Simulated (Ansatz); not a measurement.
Input and command of a calculation in Ansatz (plane waves; scalar-relativistic PAW potentials unless the input names others):

```yaml
crystal:
  lattice:
    - [2.9260757007, 0.0, 0.0]
    - [-1.4630378503, 2.5340558902, 0.0]
    - [0.0, 0.0, 2.700507797]
  atoms:
    - { symbol: W, position: [7.0e-10, -7.0e-10, 0.0] }
    - { symbol: C, position: [0.6666666659, 0.3333333341, 0.5] }
kpoints:
  mp_grid: { grid: [24, 24, 18] }
hamiltonian:
  xc: pbesol
scf:
  occupations: { method: gaussian, width: 0.1 }
  eigensolver: { kind: davidson }
output:
  forces: true
  eigenvalues: true
  stress: true
```

```bash
ansatz run input.yaml --threads 1 --pin off --max-ram 2560MiB --backend cpu --events-out ev --progress --plain --runs-dir out
```

Abridged log:
```
Basis set: ecut = 420 eV, 393 PW (Γ), exchange–correlation on 40×40×40 points (8 copies of the dense FFT grid, shifted against one another)
Bands: 13, of which v1, the nominal top of the filled ones, is band 9 counted from 1 (8 counted from 0)
Symmetry: 12 space group operations
k-points: 610 of 10368 (time reversal used)
SCF iter   1: F=—  HF=-10503.607104 eV  |F-HF|=—  |Δ(HF+E_count)|=         —  Δρ=1.30e-2  dr2=2.88e-2  ethr=1.77e-3  ⟨swp⟩=4.9  Hψ=30960  notcnv=0
SCF iter   2: F=—  HF=-10503.604213 eV  |F-HF|=—  |Δ(HF+E_count)|=   2.89e-3  Δρ=8.25e-3  dr2=1.32e-2  ethr=1.60e-4  ⟨swp⟩=2.0  Hψ=13474  notcnv=0
SCF iter   3: F=—  HF=-10503.601513 eV  |F-HF|=—  |Δ(HF+E_count)|=   2.70e-3  Δρ=6.98e-4  dr2=3.07e-5  ethr=1.59e-7  ⟨swp⟩=3.4  Hψ=32171  notcnv=0
SCF iter   4: F=—  HF=-10503.601512 eV  |F-HF|=—  |Δ(HF+E_count)|=   4.08e-7  Δρ=1.18e-4  dr2=1.72e-6  ethr=1.59e-7  ⟨swp⟩=3.0  Hψ=14546  notcnv=0
SCF iter   5: F=-10503.601512 eV  HF=-10503.601512 eV  |F-HF|=5.85e-8  |Δ(HF+E_count)|=   2.63e-7  Δρ=1.98e-5  dr2=7.78e-8  ethr=9.57e-9  ⟨swp⟩=2.9  Hψ=14502  notcnv=0
SCF iter   6: F=-10503.601512 eV  HF=-10503.601512 eV  |F-HF|=2.18e-11  |Δ(HF+E_count)|=   1.16e-8  Δρ=2.05e-6  dr2=2.57e-10  ethr=4.32e-10  ⟨swp⟩=3.0  Hψ=15919  notcnv=0
the search or the solves at the SCF's close seem to have found levels that the self-consistency loop had missed (the run counts 1). By its estimate they hold under 1e-12 electrons; where the run keeps them, the occupations were computed again with them
SCF 1 converged in 6 iterations: F = -10503.601512 eV  dr2 = 2.57e-10
  Residual-converged pass: ⟨swp⟩=2.9  Hψ=14454  notcnv=0  max |occ|·‖R‖ = 6.6e-6 eV (tolerance 6.7e-6 eV) dr2=2.70e-10  dr2_onsite=1.54e-11  max |Δocc| = 4.0e-9
SCF converged after 6 iterations
Free energy (F): -10503.601512 eV
Harris-Foulkes:  -10503.601512 eV  (|F-HF|=2.18e-11)
Internal energy: -10503.599779 eV  (E = F + TS)
E sigma→0 (E₀):  -10503.600646 eV
Entropy (-TS):   -0.001733 eV (-0.866 meV/atom)
Fermi energy:    21.353995 eV
--- Forces (eV/Å), atoms counted from 1 ---
  atom   1  W      0.00000000     0.00000000     0.00000000
  atom   2  C      0.00000000     0.00000000     0.00000000
--- Stress (GPa, compression-positive) ---
       -0.000166       0.000000       0.000000
        0.000000      -0.000166       0.000000
        0.000000       0.000000      46.098296
  P = ⅓ Tr σ = 15.3660 GPa (153.660 kbar)
```

Apart from outputs, empty bands and the relaxation, which only the reference makes, the input differs from a reference run on usual settings in scf.eigensolver.kind: not typed → "davidson"; basis.ecutwfc: 420 → not typed. The reference, at the same geometry, ended its own course with pressure 15.37 GPa, largest force 0.000 eV/Å, no gap on the mesh. This run converged in 6 SCF iterations with an energy at zero smearing within 0.01 meV/atom of the reference's, pressure 15.37 GPa, largest force 0.000 eV/Å, no gap on the mesh.

It took 21 s on 1 thread of Arm Neoverse V1, on a shared host, peak memory 0.37 GiB.